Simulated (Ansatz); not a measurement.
# Te2Mo: the cost of one run

Computed with Ansatz 0.2.0 (DFT PBE+D3(BJ), scalar-relativistic, plane waves, PAW, and further levels as typed in the inputs, unless a step's input says otherwise).

### 1 The structure to begin with

Symmetry: P-6m2, No. 187, hexagonal system. The conventional cell has a = 3.520 Å, b = 3.520 Å, c = 21.620 Å, α = 90.00°, β = 90.00°, γ = 120.00°. Te (site symmetry 3m) is surrounded by 3 Mo at 2.72 Å. Mo (site symmetry -6m2) has 6 Te at 2.72 Å as nearest neighbours.

As a file:

```cif
data_structure
_symmetry_space_group_name_H-M 'P 1'
_symmetry_Int_Tables_number 1
_cell_length_a 3.5200
_cell_length_b 3.5200
_cell_length_c 21.6200
_cell_angle_alpha 90.000
_cell_angle_beta 90.000
_cell_angle_gamma 120.000
_cell_volume 231.99
loop_
_atom_site_label
_atom_site_type_symbol
_atom_site_fract_x
_atom_site_fract_y
_atom_site_fract_z
_atom_site_occupancy
Te1 Te 0.66667 0.33333 0.41628 1
Mo1 Mo 0.33333 0.66667 0.50000 1
Te2 Te 0.66667 0.33333 0.58372 1
```

### 2 Relaxing the atoms: Te2Mo sheet, no spin

Contents of input.yaml:

```yaml
crystal:
  lattice:
    - [3.52, 0.0, 0.0]
    - [-1.76, 3.0484094213, 0.0]
    - [0.0, 0.0, 21.62]
  atoms:
    - { symbol: Te, position: [0.6666666667, 0.3333333333, 0.4162812211] }
    - { symbol: Mo, position: [0.3333333333, 0.6666666667, 0.5] }
    - { symbol: Te, position: [0.6666666667, 0.3333333333, 0.5837187789] }
  periodic: [true, true, false]
scf:
  occupations: { method: gaussian, width: 0.02 }
  n_extra_bands: 6
output:
  forces: true
  stress: false
  write_density: true
  write_potential: true
  elf: true
  volumetric_format: npy
kpoints:
  mp_grid: { grid: [12, 12, 1] }
hamiltonian:
  xc: pbe
  dispersion: d3bj
relax:
  f_tol: 0.005
  max_steps: 100
```

Started as:

```console
$ ansatz run input.yaml --threads 4 --pin off --max-ram 12288MiB --backend cpu --events-out ev --progress --plain --runs-dir out
```

**Question.** How long does this run take on 4 threads of Intel Xeon Platinum 8559C (Emerald Rapids), shared host, and how much memory does it need?

About 9.8 s, with a peak of 0.76 GiB.
